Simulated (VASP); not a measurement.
# Al (P6_3/mmc) in VASP: notebook, part 2 of 2

VASP 6.6.1. The steps go on from the part before.

## 3. Single point, HSE06

This run uses another cell than the first one, of 16.50 Å³/atom, 1.004 times its volume.

POSCAR

```
Al
1.0
    2.8776834975      0.0000000000      0.0000000000
   -1.4388417488      2.4921470129      0.0000000000
    0.0000000000      0.0000000000      4.6014546948
Al
2
Direct
    0.3333333333      0.6666666667      0.7500000000
    0.6666666667      0.3333333333      0.2500000000
```

INCAR.step1

```
SYSTEM = Al
PREC = Accurate ; ENCUT = 520
EDIFF = 1E-5 ; ISMEAR = 0
SIGMA = 0.05 ; LREAL = .FALSE.
LASPH = .TRUE. ; NELM = 100
ALGO = Normal ; ISIF = 2
LWAVE = .TRUE. ; LCHARG = .FALSE.
GGA = PE ; NBANDS = 10
```

INCAR.step2

```
SYSTEM = Al
PREC = Accurate ; ENCUT = 520
EDIFF = 1E-6 ; ISMEAR = 0
SIGMA = 0.05 ; LREAL = .FALSE.
LASPH = .TRUE. ; NELM = 100
ALGO = Normal ; ISIF = 2
LWAVE = .FALSE. ; LCHARG = .FALSE.
GGA = PE ; LHFCALC = .TRUE.
HFSCREEN = 0.2079 ; PRECFOCK = Normal
ISTART = 1 ; NBANDS = 10
```

KPOINTS

```
regular mesh
0
G
  8 8 6
  0 0 0
```

Potentials or basis: VASP PAW PBE potentials, release 64 (Al).

Command:

```bash
> cat potpaw_PBE.64/Al/POTCAR > POTCAR
> cp INCAR.step1 INCAR
> mpirun -np 1 vasp_std > vasp.out
> cp INCAR.step2 INCAR
> mpirun -np 1 vasp_std > vasp.out
```

OUTCAR:

```text
SYSTEM = Al
   PREC = Accurate
   ENCUT = 520
   EDIFF = 1E-6
   ISMEAR = 0
   LREAL = .FALSE.
   LASPH = .TRUE.
   NELM = 100
   ISIF = 2
   GGA = PE
   LHFCALC = .TRUE.
   HFSCREEN = 0.2079
   PRECFOCK = Normal
   ISTART = 1

 ion  position               nearest neighbor table
   1  0.333  0.667  0.750-   2 2.84   2 2.84   2 2.84   2 2.84   2 2.84   2 2.84
   2  0.667  0.333  0.250-   1 2.84   1 2.84   1 2.84   1 2.84   1 2.84   1 2.84

  LATTYP: Found a hexagonal cell.
 ALAT       =     2.8776834975
 C/A-ratio  =     1.5990134769

  Lattice vectors:

 A1 = (   2.8776834975,   0.0000000000,   0.0000000000)
 A2 = (  -1.4388417488,   2.4921470129,   0.0000000000)
 A3 = (   0.0000000000,   0.0000000000,   4.6014546948)

Analysis of symmetry for initial positions (statically):
=====================================================================
 Subroutine PRICEL returns:
 Original cell was already a primitive cell.

 Routine SETGRP: Setting up the symmetry group for a
 hexagonal supercell.

 Subroutine GETGRP returns: Found 24 space group operations
 (whereof 12 operations were pure point group operations)
 out of a pool of 24 trial point group operations.

The static configuration has the point symmetry D_3d.
 The point group associated with its full space group is D_6h.

Analysis of symmetry for dynamics (positions and initial velocities):
=====================================================================
 Subroutine PRICEL returns:
 Original cell was already a primitive cell.

 Routine SETGRP: Setting up the symmetry group for a
 hexagonal supercell.

 Subroutine GETGRP returns: Found 24 space group operations
 (whereof 12 operations were pure point group operations)
 out of a pool of 24 trial point group operations.

The dynamic configuration has the point symmetry D_3d.
 The point group associated with its full space group is D_6h.

 Subroutine INISYM returns: Found 24 space group operations
 (whereof 12 operations are pure point group operations),
 and found     1 'primitive' translations

----------------------------------------------------------------------------------------

                                     Primitive cell

  volume of cell :      32.9998

  direct lattice vectors                    reciprocal lattice vectors
     2.877683498  0.000000000  0.000000000     0.347501732  0.200630219  0.000000000
    -1.438841749  2.492147013  0.000000000     0.000000000  0.401260437  0.000000000
     0.000000000  0.000000000  4.601454695     0.000000000  0.000000000  0.217322579

  length of vectors
     2.877683498  2.877683498  4.601454695     0.401260437  0.401260437  0.217322579

  position of ions in fractional coordinates (direct lattice)
     0.333333333  0.666666667  0.750000000
     0.666666667  0.333333333  0.250000000

  ion indices of the primitive-cell ions
   primitive index   ion index
                 1           1
                 2           2

----------------------------------------------------------------------------------------

 KPOINTS: regular mesh

Automatic generation of k-mesh.
 Grid dimensions read from file:
 generate k-points for:    8    8    6

 Generating k-lattice:

  Cartesian coordinates                     Fractional coordinates (reciprocal lattice)
[... 49 lines left out ...]
   NGXF,Y,Z  is equivalent  to a cutoff of  27.73, 27.73, 26.01 a.u.
 SYSTEM =  Al
   PREC   = accura    normal or accurate (medium, high low for compatibility)
   ISTART =      1    job   : 0-new  1-cont  2-samecut
   ICHARG =      0    charge: 1-file 2-atom 10-const
   ISPIN  =      1    spin polarized calculation?
   LNONCOLLINEAR =      F non collinear calculations
   LSORBIT =      F    spin-orbit coupling
   LASPH  =      T    aspherical Exc in radial PAW
   ENCUT  =  520.0 eV  38.22 Ry    6.18 a.u.   5.35  5.35  8.56*2*pi/ulx,y,z
   NELM   =    100;   NELMIN=  2; NELMDL=  0     # of ELM steps
   EDIFF  = 0.1E-05   stopping-criterion for ELM
   LREAL  =      F    real-space projection
   EDIFFG = 0.1E-04   stopping-criterion for IOM
   NSW    =      0    number of steps for IOM
   IBRION =     -1    ionic relax: 0-MD 1-quasi-New 2-CG
   NFREE  =      0    steps in history (QN), initial steepest desc. (CG)
   ISIF   =      2    stress and relaxation
   ISYM   =      3    0-nonsym 1-usesym 2-fastsym
   POTIM  = 0.5000    time-step for ionic-motion
   TEBEG  =    0.0;   TEEND  =   0.0 temperature during run
   PSTRESS=    0.0 pullay stress
   NELECT =       6.0000    total number of electrons
   NUPDOWN=      -1.0000    fix difference up-down
   EMIN   =  10.00;   EMAX   =-10.00  energy-range for DOS
   EFERMI =   0.00;   METHOD = LEGACY
   ISMEAR =     0;   SIGMA  =   0.05  broadening in eV -4-tet -1-fermi 0-gaus
   EFERMI_NEDOS =   21; number of points for ismear=-14 and -15
   IALGO  =     38    algorithm
   IMIX   =      1    mixing-type and parameters
     AMIX     =   0.40;   BMIX     =  1.00
     AMIX_MAG =   1.60;   BMIX_MAG =  1.00
  volume/ion in A,a.u.               =      16.50       111.35
  Fermi-wavevector in a.u.,A,eV,Ry     =   0.927445  1.752616 11.703098  0.860153
  Thomas-Fermi vector in A             =   2.053515
   LORBIT       =      0    0 simple, 1 ext, 2 COOP (PROOUT), +10 PAW based schemes
   GGA     = PE    functional components
   LHFCALC =     T    Hartree Fock is set to
   PRECFOCK=normal    Normal, Fast or Accurate (Low or Medium for compatibility)
   ENCUT4O =  -1.0   cutoff for four orbital integrals eV
   NKREDX  =     1    reduce k-point grid by
   NKREDY  =     1    reduce k-point grid by
   NKREDZ  =     1    reduce k-point grid by
   AEXX    =    0.2500 exact exchange contribution
   HFSCREEN=    0.2079 screening length (either q_TF or 0.3 A-1)
   HFSCREENC=   0.2079 screening length for correlation (either q_TF or 0.3 A-1)
   ENCUTFOCK=  -1.0 apply spherical cutoff to Coloumb kernel
   IVDW    =     0    specifies the selected vdW correction
   LEPSILON=     F    determine dielectric tensor
   LRPA    =     F    only Hartree local field effects (RPA)
 non-spin polarized calculation
 Gauss-broadening in eV      SIGMA  =   0.05
  energy-cutoff  :      520.00
  volume of cell :       33.00
 maximum number of plane-waves:       911
 NGX is ok and might be reduce to    24
  NGX = 18; NGY = 18; NGZ = 28

 number of electron       6.0000000 magnetization

 Free energy of the ion-electron system (eV)
  ---------------------------------------------------
  ext. energy  EPLUGINS =         0.00000000
  ---------------------------------------------------
  free energy    TOTEN  =        -8.12148449 eV

  energy without entropy =       -8.11918220  energy(sigma->0) =       -8.12033334

 E-fermi :   7.9351     XC(G=0):  -8.4136

 val. band max:        7.9313237037   @ k =   0.2500   0.1250   0.1667
 cond. band min:       7.9694832999   @ k =   0.3750   0.1250   0.0000
 fundamental gap:      0.0381595961
 Fermi energy:         7.9350844109

 k-point     1 :       0.0000    0.0000    0.0000
  band No.  band energies     occupation
      1      -4.7077      2.00000
      2       2.8502      2.00000
      3       3.3001      2.00000
      4      19.1728      0.00000
      5      19.1728      0.00000
      6      19.6728      0.00000
      7      19.6728      0.00000
      8      21.3214      0.00000
      9      22.7408      0.00000
     10      24.0673      0.00000
[... 287 lines left out ...]
 k-point    24 :       0.3750    0.0000    0.3333
  band No.  band energies     occupation
      1      -0.1119      2.00000
      2       2.4537      2.00000
      3       6.5108      2.00000
      4       8.9410      0.00000
      5      12.4602      0.00000
      6      15.0142      0.00000
      7      16.3637      0.00000
      8      17.1598      0.00000
      9      18.0657      0.00000
     10      18.9890      0.00000

 [... further k-points ...]

------------------------ aborting loop because EDIFF is reached ----------------------------------------

  FORCE on cell =-STRESS in cart. coord.  units (eV):
  Direction    XX          YY          ZZ          XY          YZ          ZX
  --------------------------------------------------------------------------------------
  -------------------------------------------------------------------------------------
  Total       -0.0658977     -0.0658977     -0.0702277      0.0000000     -0.0000000      0.0000000
  in kB       -3.1994040     -3.1994040     -3.4096289      0.0000000     -0.0000000      0.0000000
  external PRESSURE =      -3.2694790 kB  Pullay stress =       0.0000000 kB

 VOLUME and BASIS-vectors are now :
 -----------------------------------------------------------------------------
  energy-cutoff  :      520.00
  volume of cell :       33.00
      direct lattice vectors                 reciprocal lattice vectors
     2.877683498  0.000000000  0.000000000     0.347501732  0.200630219  0.000000000
    -1.438841749  2.492147013  0.000000000     0.000000000  0.401260437  0.000000000
     0.000000000  0.000000000  4.601454695     0.000000000  0.000000000  0.217322579

 POSITION                                       TOTAL-FORCE (eV/Angst)
 -----------------------------------------------------------------------------------
     -0.00000      1.66143      3.45109        -0.000000     -0.000000      0.000000
      1.43884      0.83072      1.15036         0.000000      0.000000     -0.000000
 -----------------------------------------------------------------------------------
    total drift:                                0.000000     -0.000000     -0.000000

  FREE ENERGIE OF THE ION-ELECTRON SYSTEM (eV)
  ---------------------------------------------------
  free  energy   TOTEN  =        -8.1214844886 eV

  energy  without entropy=       -8.1191821962  energy(sigma->0) =       -8.12033334
```

It took 19 min on 1 thread of AMD EPYC 9R14 (Zen 4), shared host; peak memory 0.24 GiB.

What came out:

```yaml
Free_energy: -8.1215 eV
Pressure: -0.3 GPa
Band_gap_on_the_k_mesh: none (metal or under the smearing width)
```

Caveat: the PAW data sets were made with another functional, which shifts forces and pressure a little.
